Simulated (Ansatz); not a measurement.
# How much does the functional matter for the cell of SiC?

The starting cell is an entry of the Crystallography Open Database (1918):

```yaml
crystal:
  lattice:
    - [0.00000, 2.17900, 2.17900]
    - [2.17900, 0.00000, 2.17900]
    - [2.17900, 2.17900, 0.00000]
  atoms:
    - { symbol: Si, position: [0.00000, 0.00000, 0.00000] }
    - { symbol: C, position: [0.25000, 0.25000, 0.25000] }
```

Atoms and cell were relaxed at zero pressure with plane-wave PAW DFT (Ansatz 0.2.0; one set of PAW datasets, made under PBE, for all functionals; 420 eV, r2SCAN 500 eV; 10×10×10 Γ-centred mesh, fermi-dirac occupations of width 0.020 eV; no spin polarisation, no spin-orbit coupling, no dispersion correction), keeping the symmetry (F-43m, No. 216).

Problem. Which functional gives the smallest cell, and how wide is the spread?

Solution. The relaxed conventional cells:

```
functional  a (Å)  volume (Å³/atom)  formation energy (eV/atom)
       LDA  4.329             10.14                      -0.284
    PBEsol  4.357             10.34                      -0.261
       PBE  4.380             10.50                      -0.204
    r2SCAN  4.357             10.34                      -0.298
 the entry  4.358             10.35                           –
```

LDA gives the smallest volume and PBE the largest, 3.5 % more, the usual order, since LDA overbinds and PBE's gradient terms loosen the lattice. Against the entry's volume: LDA -2.0 %, PBEsol -0.1 %, PBE +1.5 %, r2SCAN -0.1 %. No verdict is drawn from this: the entry is old or was flagged in a check, so the entry may be off as well as the functionals. The formation energies span 0.09 eV an atom, lowest under r2SCAN.

Caveats: each relaxation keeps the start's symmetry, so a distorted cell may lie lower; computed cells are at 0 K with fixed nuclei, while the entry holds thermal expansion, often some tenths of a per cent in volume and more in soft crystals; an old entry, and the compound itself may be in doubt; formation energies are at zero smearing against the elements' usual phases under the same functional, gases as free molecules, uncorrected.
